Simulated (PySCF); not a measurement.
Match the calculated data to a structure.

All candidates are C4H9N.

* Triplet: lowest triplet excitation (Tamm–Dancoff): 4.04 eV [TDA CAM-B3LYP/def2-SVPD]
* 13C NMR: chemical shifts (computed TMS as zero) by class: 149.2 (1 C), 83.9 (1 C), 41.4 (2 C) ppm [GIAO PBE0/pcSseg-1]
* Rotational structure: rotational constants A, B, C: 8.725, 4.101, 2.936 GHz [GFN2-xTB]
* NMR, other nuclei: isotropic shieldings of nuclei other than C and H, by class: 189 (1 N) ppm [GIAO PBE0/pcSseg-1]
* Couplings: largest of the computed one-bond spin–spin couplings (means over like bonds): 13C–1H +168.2, 13C–1H +166.8, 13C–1H +160.4, 13C–1H +139.5 (×6), 13C–13C +85.9, 15N–13C -13.4, 15N–13C -10.5 (×2) Hz [B3LYP/pcJ-1, spin–dipole term left out for some pairs]
* 1H NMR: chemical shifts (computed TMS as zero) by class: 6.11 (1 H), 3.81 (1 H), 3.69 (1 H), 2.63 (6 H) ppm [GIAO PBE0/pcSseg-1]
* UV, strongest line: among the 8 lowest singlet transitions: S2 at 6.13 eV (202 nm, f = 0.181) [TDDFT CAM-B3LYP/def2-SVPD]
* Polarisability: 61.4 au [CAM-B3LYP/def2-SVPD]

Gas-phase values; electronic properties from PySCF, density fitting. Levels stand in brackets. Geometry: GFN2-xTB; no solvent, vibrations or thermal averaging. NMR values are class means; diastereotopic atoms form classes of their own.

Question: Which candidate is it?
A. `C1CCNC1`
B. `CC/C=N\C`
C. `C=CCNC`
D. `C=CN(C)C`
E. `[H]/N=C\CCC`

Answer: D. It is `C=CN(C)C`. Numbering: `[CH2:1]=[CH:2][N:3]([CH3:4])[CH3:5]`. Its formula, C4H9N, gives 1 degree of unsaturation: 0 rings and 1 π bond in the structure found. 4 carbons fall into 3 classes; from least to most shielded: vinylic carbon bearing nitrogen [C2] (149.2 ppm), terminal =CH2 carbon [C1] (83.9 ppm), N-methyl carbon [C4/C5] (41.4 ppm, 2 C, up to 8.4 ppm apart in this geometry). Hydrogen classes from least to most shielded: 1 H on a vinylic carbon bearing nitrogen, C2 (6.11 ppm), 1 H on a terminal =CH2 carbon, C1 (3.81 ppm), 1 H on a terminal =CH2 carbon, C1 (3.69 ppm), 6 H on 2 N-methyl carbons, C4/C5 (2.63 ppm, a mean of values up to 0.7 ppm apart in this geometry). The other shieldings belong to: 189 ppm, enamine nitrogen [N3]. The couplings run between: +168.2 Hz, terminal =CH2 carbon [C1] and its hydrogen; +166.8 Hz, vinylic carbon bearing nitrogen [C2] and its hydrogen; +160.4 Hz, terminal =CH2 carbon [C1] and its hydrogen; +139.5 Hz, N-methyl carbon [C4] and its hydrogen (with 5 like pairs); +85.9 Hz, terminal =CH2 carbon [C1] and vinylic carbon bearing nitrogen [C2]; -13.4 Hz, enamine nitrogen [N3] and vinylic carbon bearing nitrogen [C2]; -10.5 Hz, enamine nitrogen [N3] and N-methyl carbon [C4] (with 1 like pair). The optimised geometry has point group C1 and is an asymmetric top.

The others, at the same levels:
- `C1CCNC1` fails: it has 2 carbon classes against 3; its computed 13C shifts are 52.8 (2 C), 28.0 (2 C) ppm, 1H shifts are 2.86 (4 H), 1.52 (4 H), 0.40 (1 H) ppm and lowest triplet excitation (Tamm–Dancoff) is 5.91 eV (against 4.04 eV).
- `CC/C=N\C` fails: it has 4 carbon classes against 3; its computed 13C shifts are 175.4 (1 C), 39.8 (1 C), 24.7 (1 C), 12.7 (1 C) ppm, 1H shifts are 7.74 (1 H), 3.42 (3 H), 1.93 (2 H), 1.23 (3 H) ppm and strongest line among the 8 lowest singlet transitions is S5 at 7.75 eV (160 nm, f = 0.210) (against S2 at 6.13 eV).
- `[H]/N=C\CCC` fails: its computed lowest triplet excitation (Tamm–Dancoff) is 4.45 eV (against 4.04 eV), strongest line among the 8 lowest singlet transitions is S6 at 8.45 eV (147 nm, f = 0.119) (against S2 at 6.13 eV) and static isotropic polarisability is 56.8 au (against 61.4 au).
- `C=CCNC` fails: it has 4 carbon classes against 3; its computed 13C shifts are 144.9 (1 C), 122.0 (1 C), 59.9 (1 C), 37.5 (1 C) ppm, 1H shifts are 6.79 (1 H), 5.38 (1 H), 5.30 (1 H), 3.32 (2 H), 2.69 (3 H), -0.17 (1 H) ppm and rotational constant A is 13.176 GHz (against 8.725 GHz).

Each candidate is one conformer, not necessarily the lowest. Dipoles, sizes and rotational constants follow the conformer. The torsions of the flexible species, by atom-mapped SMILES:
- `[CH2:1]=[CH:2][N:3]([CH3:4])[CH3:5]`: C1–C2–N3–C4 9°
- `[CH3:1][CH2:2]/[CH:3]=[N:4]\[CH3:5]`: C1–C2–C3–N4 180°
- `[H]/[N:5]=[CH:4]\[CH2:3][CH2:2][CH3:1]`: C1–C2–C3–C4 64°, C2–C3–C4–N5 -129°
- `[CH2:1]=[CH:2][CH2:3][NH:4][CH3:5]`: C1–C2–C3–N4 -113°, C2–C3–N4–C5 -69°
